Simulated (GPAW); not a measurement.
SnO:

```
Sn O
1.0
     3.81370    0.00000    0.00000
     0.00000    3.81370    0.00000
     0.00000    0.00000    4.88691
Sn O
2 2
Direct
  0.50000 0.00000 0.76463
  0.00000 0.50000 0.23537
  0.00000 0.00000 0.00000
  0.50000 0.50000 0.00000
```

The cell is a database's computed one.

Program: GPAW 26.7.0. Alike in all runs: cell as given.

Order these runs on this cell by their pressure, lowest first.
A. level LDA; potentials or basis the program's PAW data sets (release 1.2.1) made for this functional, pw; spin off; k mesh 6 × 6 × 5; cutoff (eV) 800; smearing fermi-dirac 0.05 eV; maxiter 150; band path GXMGZRAZ,XR,MA; band points 80
B. level PBE; potentials or basis GPAW PAW data sets (gpaw-data 1.2.1), pw; spin off; k mesh 6 × 6 × 5; cutoff (eV) 600; smearing fermi-dirac 0.05 eV; maxiter 120
C. level LDA; potentials or basis the program's PAW data sets (release 1.2.1) made for this functional, pw; spin off; k mesh 6 × 6 × 5; cutoff (eV) 600; smearing fermi-dirac 0.05 eV; maxiter 120
D. level PBE; potentials or basis GPAW PAW data sets (gpaw-data 1.2.1), pw; spin off; k mesh 7 × 7 × 6; cutoff (eV) 800; smearing gaussian 0.02 eV; maxiter 150
E. level PBEsol; potentials or basis PAW data sets generated in the run's folder for this functional, pw; spin SOC, no magnetisation; k mesh 7 × 7 × 6; cutoff (eV) 800; smearing fermi-dirac 0.05 eV; maxiter 150; band path GXMGZRAZ,XR,MA; band points 60; spin axis theta (degrees) 90; spin axis phi (degrees) 45

C (-6.7 GPa), A (-4.1 GPa), E (-1.2 GPa), B (0.3 GPa), D (2.8 GPa).

Caveats: the cutoff is short for stress and forces, so pressures can be off by a GPa or more (some runs); spin-orbit coupling was added after a scalar SCF, so levels and gaps hold it while energy, forces, pressure and moments don't (some runs).

Not every run made on this cell is shown here.
